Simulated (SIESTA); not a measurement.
Write the native input for SIESTA 5.4.2 that does the following.

```yaml
Task: single point
Functional: PBE
Potentials_or_basis: PseudoDojo 0.4 standard (PBE files)
Basis: DZP (energy shift 0.003 Ry)
Grid_cutoff: 500 Ry
Energy_shift: 0.003 Ry
k_mesh: 11 × 11 × 1
Occupations: fermi-dirac, width 0.05 eV
Spin: no spin polarisation
dipole_correction: yes
```

Slab: Al, a slab with vacuum.

```
Al
1.0
     2.82708    0.00000    0.00000
    -1.41354    2.44832    0.00000
     0.00000    0.00000   24.18599
Al
5
Direct
  0.00000 0.00000 0.31010
  0.33333 0.66667 0.40505
  0.00000 0.00000 0.50000
  0.66667 0.33333 0.59495
  0.00000 0.00000 0.68990
```

The slab is cut from a database's or a generator's crystal, which needn't be the stable form of the element.

One way to write it, as run:

Al.fdf

```
SystemName                      Al
SystemLabel                     Al
NumberOfSpecies                 1
NumberOfAtoms                   5
%block ChemicalSpeciesLabel
  1  13 Al
%endblock ChemicalSpeciesLabel

UseStructFile                   true

%block kgrid.MonkhorstPack
   11   0   0  0.0
    0  11   0  0.0
    0   0   1  0.0
%endblock kgrid.MonkhorstPack
XC.Functional                   GGA
XC.Authors                      PBE
PAO.BasisSize                   DZP
PAO.EnergyShift                 0.003 Ry
Mesh.Cutoff                     500 Ry
OccupationFunction              FD
ElectronicTemperature           0.05 eV
Slab.DipoleCorrection           vacuum
MaxSCFIterations                120
SCF.MustConverge                false
SCF.Mixer.Method                Pulay
SCF.Mixer.Weight                0.25
SCF.Mixer.History               8
SCF.DM.Tolerance                5.0e-05
SCF.H.Tolerance                 1.0e-03 eV
WriteForces                     true
Charge.Mulliken                 end
Charge.Hirshfeld                end
Charge.Voronoi                  end
SaveRho                         true
SaveElectrostaticPotential      true
```

Al.STRUCT_IN

```
   2.8270770242     0.0000000000     0.0000000000
  -1.4135385121     2.4483205214     0.0000000000
   0.0000000000     0.0000000000    24.1859930700
5
1  13    0.0000000000     0.0000000000     0.3100968390
1  13    0.3333333300     0.6666666600     0.4050484195
1  13    0.0000000000     0.0000000000     0.5000000000
1  13    0.6666666700     0.3333333400     0.5949515805
1  13    0.0000000000     0.0000000000     0.6899031610
```

Potentials or basis: PseudoDojo 0.4 standard (PBE files), DZP (energy shift 0.003 Ry).

Run with:

```sh
$ siesta < Al.fdf > Al.out 2>&1
```

Results of the run:

```
Largest force          : 0.291 eV/Å
Band gap on the k mesh : none (metal or under the smearing width)
Work function          : 4.01 eV
```

Caveat: the basis of atomic orbitals isn't converged, which shifts pressures, moduli and gaps.

Run time: 3.3 min on 1 thread of Arm Neoverse V2, on a shared host, peak memory 0.55 GiB.
